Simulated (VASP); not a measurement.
Write the native input for VASP 6.6.1 that does the following.

```yaml
Task: relaxation of cell and atoms
Functional: PBEsol
Potentials_or_basis: VASP PAW PBE potentials, release 64 (Nb_sv, Sn_d)
Cutoff: 600 eV
k_mesh: 8 × 8 × 8
Occupations: methfessel-paxton, width 0.1 eV
Spin: no spin polarisation
Further_INCAR_settings: ALGO = Normal; EDIFF = 1e-07; IBRION = 2; EDIFFG = -0.005; NSW = 90; ISIF = 3
```

The structure of Nb3Sn lies in POSCAR:

```
Nb3Sn                                   
1.0
    5.2569992892      0.0000000000     -0.0000000000
   -0.0000000000      5.2569992892      0.0000000000
    0.0000000000     -0.0000000000      5.2569992892
  Nb              Sn            
     6     2
Direct
     0.2500000000000000    0.0000000000000000    0.5000000000000000
     0.5000000000000000    0.7500000000000000    0.0000000000000000
     0.7500000000000000    0.0000000000000000    0.5000000000000000
     0.5000000000000000    0.2500000000000000    0.0000000000000000
     0.0000000000000000    0.5000000000000000    0.7500000000000000
     0.0000000000000000    0.5000000000000000    0.2500000000000000
     0.0000000000000000    0.0000000000000000    0.0000000000000000
     0.5000000000000000    0.5000000000000000    0.5000000000000000
```

These files were run (other wordings do the same):

INCAR

```
PREC = Accurate
ENCUT = 600
EDIFF = 1E-7
ISMEAR = 1
SIGMA = 0.1
LREAL = False
LASPH = True
NELM = 80
ALGO = Normal
ISIF = 3
LWAVE = False
LCHARG = False
GGA = PS
IBRION = 2
NSW = 90
EDIFFG = -0.005
KPAR = 2
```

KPOINTS

```
Automatic mesh
0
Gamma
  8 8 8
```

Potentials or basis: VASP PAW PBE potentials, release 64 (Nb_sv, Sn_d).

Launch:

```console
$ cat potpaw_PBE.64/Nb_sv/POTCAR potpaw_PBE.64/Sn_d/POTCAR > POTCAR
$ mpirun -np 2 vasp_std > vasp.out
```

Results of the run:

* Pressure after relaxing: 0.0 GPa
* Band gap on the k mesh: none (metal or under the smearing width)

Caveat: the relaxation stopped at its first step, so nothing moved; the PAW data sets were made with another functional, which shifts forces and pressure a little.

Run time: 3.3 min on 2 MPI ranks on Intel(R) Xeon(R) Platinum 8488C (Sapphire Rapids) (shared host), peak memory 0.44 GiB a rank.
